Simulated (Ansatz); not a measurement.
## WS2 and its competing phases

Computed with DFT PBE, scalar-relativistic, plane waves, PAW in Ansatz 0.2.0. All cells share a 420 eV cutoff and Γ-centred k meshes spaced at most about 0.3 Å⁻¹ (about 0.25 or finer for metals, 2π included). No spin polarisation.

Energies over the elements count from the elements' standard structures at the same level, with no fitted energy shifts.

These are static total energies at zero pressure. Weakly bound directions are ill-defined at this level, which has no dispersion term (P4/mmm, P6_3/mmc), and this can change margins and order among such cells. These runs have no spin–orbit coupling, which can matter for W. The reference form of S is held partly by dispersion forces, which this level lacks.

The competitors are the elements and 1 reference phase of this chemical system (from databases or known types: WS2), relaxed at the same level; other known phases may be missing.

The candidate was reached from: Ga2Cu type (P4/mmm).

```cif
data_structure
_symmetry_space_group_name_H-M 'P4/mmm'
_symmetry_Int_Tables_number 123
_cell_length_a 2.9631
_cell_length_b 2.9631
_cell_length_c 7.2413
_cell_angle_alpha 90.000
_cell_angle_beta 90.000
_cell_angle_gamma 90.000
_cell_volume 63.58
loop_
_atom_site_label
_atom_site_type_symbol
_atom_site_symmetry_multiplicity
_atom_site_Wyckoff_symbol
_atom_site_fract_x
_atom_site_fract_y
_atom_site_fract_z
_atom_site_occupancy
W1 W 1 a 0.00000 0.00000 0.00000 1
S1 S 2 h 0.50000 0.50000 0.20048 1
```

Question: Where does it stand against these competitors?

Answer: Not the lowest form: another structure of the same formula lies lower. Its formation energy is -0.367 eV/atom. The lowest competing phase at this composition is this:

```
phase         space group             source  share of atoms  ΔE_f (eV/atom)
  WS2  P6_3/mmc (No. 194)  Materials Project          1.0000          -0.833
```

The candidate lies 0.47 eV/atom above this phase. The candidate matches no cell in the subsets of the Crystallography Open Database and the Materials Project at hand. A phase this far over the hull is unlikely to be made. Shaken at random and relaxed again it fell by 0.47 eV/atom, so it probably isn't a firm minimum.
